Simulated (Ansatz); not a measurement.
KCl (Sylvite):

```
K Cl
1.0
     0.00000    3.14647    3.14647
     3.14647    0.00000    3.14647
     3.14647    3.14647    0.00000
K Cl
1 1
Direct
  0.00000 0.00000 0.00000
  0.50000 0.50000 0.50000
```

Base run:

* Program: Ansatz 0.2.0
* Functional: PBEsol
* Potentials or basis: all-electron LAPW, scalar-relativistic
* Cutoff: 140 eV (chosen from the basis error)
* Basis error allowed: 0.001 eV/atom
* k mesh: 7 × 7 × 7
* Occupations: fermi-dirac, width 0.05 eV
* Spin: no spin polarisation

Its results: band gap on the k mesh 5.03 eV, direct; pressure -0.4 GPa.

**Question.** The run is repeated on the same cell with these changes: functional from PBEsol to LDA. What comes out?

**Answer.** Band gap on the k mesh 4.74 eV, direct; pressure -2.0 GPa.

LDA binds more tightly than PBEsol, so the same cell stands under less pressure.
